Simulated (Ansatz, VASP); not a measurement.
Two plane-wave programs on MgO

The input INCAR:

```
SYSTEM = MgO
PREC = Accurate ; ENCUT = 520
EDIFF = 1E-6 ; ISMEAR = 0
SIGMA = 0.02 ; LREAL = .FALSE.
LASPH = .TRUE. ; NELM = 60
ALGO = Normal ; ISIF = 2
LWAVE = .FALSE. ; LCHARG = .TRUE.
GGA = PS ; LELF = .TRUE.
LVHAR = .TRUE. ; NBANDS = 16
```

Contents of KPOINTS:

```
regular mesh
0
G
  9 9 6
  0 0 0
```

The input POSCAR:

```
MgO
1.0
    3.5585458845      0.0000000000      0.0000000000
   -1.7792729423      3.0817911365      0.0000000000
    0.0000000000      0.0000000000      4.5152091465
Mg O
2 2
Direct
    0.6666666700      0.3333333300      0.7500000000
    0.3333333300      0.6666666700      0.2500000000
    0.6666666700      0.3333333300      0.2500000000
    0.3333333300      0.6666666700      0.7500000000
```

Input for Ansatz:

```yaml
crystal:
  lattice:
    - [3.5585458845, 0.0, 0.0]
    - [-1.7792729423, 3.0817911365, 0.0]
    - [0.0, 0.0, 4.5152091465]
  atoms:
    - { symbol: Mg, position: [0.66666667, 0.33333333, 0.75] }
    - { symbol: Mg, position: [0.33333333, 0.66666667, 0.25] }
    - { symbol: O, position: [0.66666667, 0.33333333, 0.25] }
    - { symbol: O, position: [0.33333333, 0.66666667, 0.75] }
basis:
  ecutwfc: 420
kpoints:
  mp_grid: { grid: [9, 9, 6] }
hamiltonian:
  xc: pbesol
scf:
  occupations: { method: gaussian, width: 0.02 }
output:
  forces: true
  stress: true
  eigenvalues: true
```

Alike in both runs: task single point; functional PBEsol; k mesh 9 × 9 × 6; occupations gaussian, width 0.02 eV; no spin polarisation.

|  | VASP | Ansatz |
| --- | --- | --- |
| version | VASP 6.6.1 | Ansatz 0.2.0 |
| potentials or method | VASP PAW PBE potentials, release 64 (Mg, O) | scalar-relativistic, plane waves, PAW |
| plane-wave cutoff (eV) | 520 | 420 |
| valence electrons in the cell | 16 | 32 |

|  | VASP | Ansatz | Ansatz less VASP |
| --- | --- | --- | --- |
| gap on the k mesh at the Fermi level (eV) | 2.65 | 2.65 | +0.007 |
| least direct gap on the mesh (eV) | 2.65 | 2.65 | +0.007 |
| pressure (GPa) | -11.5 | -11.1 | +0.42 |
| largest component of the traceless stress (GPa) | 3.22 | 3.19 | -0.032 |

The two sets of potentials don't hold the same shells in valence.

Caveats: the PAW data sets were made with another functional, which shifts forces and pressure a little (VASP).
